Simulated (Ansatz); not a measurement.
Crystal: HfN.

```
Hf N
1.0
     0.00000    2.25600    2.25600
     2.25600    0.00000    2.25600
     2.25600    2.25600    0.00000
Hf N
1 1
Direct
  0.00000 0.00000 0.00000
  0.50000 0.50000 0.50000
```

Base run:

* Program: Ansatz 0.2.0
* Functional: LDA
* Potentials or basis: all-electron LAPW, relativistic spinors
* Cutoff: 343 eV
* Density cutoff: 1374 eV
* Basis error allowed: 0.001 eV/atom
* k mesh: 7 × 7 × 7
* Occupations: fermi-dirac, width 0.05 eV
* Spin: spin-orbit coupling, no magnetisation

Its results: pressure -8.3 GPa.

Task: The run is repeated on the same cell with these changes: functional from LDA to PBE. What comes out?

Result: Pressure 6.5 GPa.

PBE binds less tightly than LDA, so the same cell stands under more pressure.

Caveats: the k mesh is thin for a metal, which can move the energy by tens of meV per atom.

Not every run made on this cell is shown here.
